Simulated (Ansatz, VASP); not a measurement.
**Two plane-wave programs on ZnS**

POSCAR

```
ZnS
1.0
    0.0000000000      2.7020000000      2.7020000000
    2.7020000000      0.0000000000      2.7020000000
    2.7020000000      2.7020000000      0.0000000000
Zn S
1 1
Direct
    0.7500000000      0.7500000000      0.7500000000
    0.0000000000      0.0000000000      0.0000000000
```

File INCAR.step1:

```
PREC = Accurate ; ENCUT = 600
EDIFF = 1E-5 ; ISMEAR = -1
SIGMA = 0.05 ; LREAL = F
LASPH = T ; NELM = 80
ALGO = Normal ; LWAVE = T
LCHARG = F ; GGA = PE
```

INCAR.step2

```
PREC = Accurate ; ENCUT = 600
EDIFF = 1E-6 ; ISMEAR = -1
SIGMA = 0.05 ; LREAL = F
LASPH = T ; NELM = 80
ALGO = Normal ; ISIF = 3
LWAVE = F ; LCHARG = F
GGA = PS ; LHFCALC = T
HFSCREEN = 0.2 ; PRECFOCK = Fast
IBRION = 2 ; NSW = 40
EDIFFG = -0.02 ; ISTART = 1
```

File KPOINTS:

```
regular mesh
0
Gamma
  5 5 5
```

File input.yaml:

```yaml
crystal:
  lattice:
    - [0.0, 2.702, 2.702]
    - [2.702, 0.0, 2.702]
    - [2.702, 2.702, 0.0]
  atoms:
    - { symbol: Zn, position: [0.75, 0.75, 0.75] }
    - { symbol: S, position: [0.0, 0.0, 0.0] }
hamiltonian:
  xc:
    exchange: hjs_pbesol
    correlation: pbesol
    exx: { coeff: 0.25, omega: 0.207 }
  pseudopotentials: { kind: paw }
kpoints:
  mp_grid: { grid: [5, 5, 5] }
scf:
  occupations: { method: fermi_dirac, width: 0.05 }
output:
  forces: true
  stress: true
  write_density: true
  write_potential: true
  elf: true
  volumetric_format: npy
relax:
  f_tol: 0.01
  max_steps: 40
  cell: { stress_tol: 0.05 }
```

Alike in both runs: task relaxation of cell and atoms; functional HSEsol; k mesh 5 × 5 × 5; occupations fermi-dirac, width 0.05 eV; no spin polarisation.

|  | VASP | Ansatz |
| --- | --- | --- |
| version | VASP 6.6.1 | Ansatz 0.2.0 |
| potentials or method | VASP PAW PBE potentials, release 64 (Zn, S) | Ansatz PAW |
| plane-wave cutoff (eV) | 600 | 420 |
| valence electrons in the cell | 18 | 18 |

|  | VASP | Ansatz | Ansatz less VASP |
| --- | --- | --- | --- |
| gap on the k mesh at the Fermi level, each at its own relaxed structure (eV) | 3.30 | 3.30 | -0.007 |
| relaxed volume (Å³/atom) | 19.32 | 19.31 | -0.016 |
| relaxed cell length with the largest relative difference (Å) | 3.795 | 3.794 | -0.0011 |
| energy change over the relaxation (meV/atom) | -2 | -2 | 0.0 |

Caveats: the PAW data sets were made with another functional, which shifts forces and pressure a little (VASP); odd divisions of the mesh miss points on the zone boundary, where band edges often lie, so the gap on the mesh can be too wide (Ansatz); the plane-wave basis is chosen anew once the cell has moved, so the energies of steps on either side of that aren't comparable (Ansatz); the PAW data sets come from PBE, with cores solved anew for the run's functional, which leaves a small shift of forces and pressure (Ansatz).
